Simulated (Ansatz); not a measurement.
**SnO2 and the effect of the functional**

The cell as given:

```
Sn O
1.0
     5.17526    0.00000    0.00000
     0.00000    5.17526    0.00000
     0.00000    0.00000    5.17526
Sn O
4 8
Direct
  0.00000 0.00000 0.00000
  0.50000 0.00000 0.50000
  0.50000 0.50000 0.00000
  0.00000 0.50000 0.50000
  0.66110 0.83890 0.16110
  0.83890 0.16110 0.66110
  0.16110 0.66110 0.83890
  0.33890 0.33890 0.33890
  0.66110 0.66110 0.66110
  0.83890 0.33890 0.16110
  0.16110 0.83890 0.33890
  0.33890 0.16110 0.83890
```

Measurements of this composition are mostly on another form, of space group No. 136.

Kept alike: task relaxation of cell and atoms; k mesh 5 × 5 × 5; occupations fermi-dirac, width 0.05 eV; no spin polarisation. Program: Ansatz, Ansatz PAW. Cutoffs run from 420 to 500 eV. The mesh is that of the run's cell of 12 atoms. No spin-orbit coupling.

```csv
functional,volume (Å³/atom)
LDA,10.847
PBEsol,11.136
r2SCAN,11.059
```

The relaxations keep at least the cell's symmetry (Pa-3). Relaxations stop with a little pressure left, so the last digits of a volume or edge aren't settled. Ansatz's relaxations hold a Pulay term in the stress (up to 1.3 GPa here). All rows use potentials made for PBE.

Q: What does the functional change here?

A: The volume runs from 10.847 (LDA) to 11.136 Å³/atom (PBEsol).
